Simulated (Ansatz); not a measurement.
Crystal: Mo.

```
Mo
1.0
     2.82448   -0.01805   -0.04836
    -1.42787    2.31755    0.01455
    -0.04517   -0.01038    2.53733
Mo
1
Direct
  0.00000 0.00000 0.50000
```

This isn't the form of Mo at room conditions, which is bcc.

The cell isn't the ideal one: cell sheared at random, sigma 0.01, atoms nudged by 0.01 Å.

Program: Ansatz 0.2.0. Alike in all runs: potentials or basis Ansatz PAW; no spin polarisation; cell sheared at random, sigma 0.01, atoms nudged by 0.01 Å; cutoff (eV) 420; smearing fermi-dirac 0.05 eV. Hardware: 2 threads of Intel(R) Xeon(R) Platinum 8488C (Sapphire Rapids), on a shared host.

Order these runs on this cell by their wall time, lowest first.
A. task projected density of states; level PBE0; k mesh 6 × 7 × 6; mesh quality coarse
B. task band structure; level PBEsol; k mesh 11 × 11 × 10; points for each segment of the path 14; mesh quality not flagged
C. task projected density of states; level HSE06; k mesh 6 × 7 × 6; mesh quality coarse

B (3.9 s), C (16 s), A (33 s).

Caveats: some runs use coarse meshes; the density of states is complete only up to the lowest level of the last band computed (some runs).

Not every run made on this cell is shown here.
